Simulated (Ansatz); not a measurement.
# InAs (F-43m), zone-centre modes

All numbers below come from DFT PBE, scalar-relativistic, plane waves, PAW (Ansatz 0.2.0). Cutoff 420 eV, Γ-centred 16×16×16 k-points, Gaussian smearing of 0.15 eV. No spin polarisation.

The undisturbed cell (relaxed at this level):

```xyz
2
Lattice="0.0000 3.0934 3.0934 3.0934 0.0000 3.0934 3.0934 3.0934 0.0000" Properties=species:S:1:pos:R:3 pbc="T T T"
In    0.0000    0.0000    0.0000
As    4.6401    4.6401    4.6401
```

Harmonic modes by finite displacements of 0.02 Å, without the LO–TO term.

(1) At this geometry, is the structure stable against these modes?

(2) List the wavenumbers in cm⁻¹.

## Answers

(1) Yes: no mode is imaginary beyond 10 cm⁻¹, and only the three translations lie near zero.

(2) 0, 0, 0, 199, 199, 199.

Cost: 1 run of about 1.9 core-minutes, on Intel Xeon Platinum 8375C (Ice Lake) (shared hosts).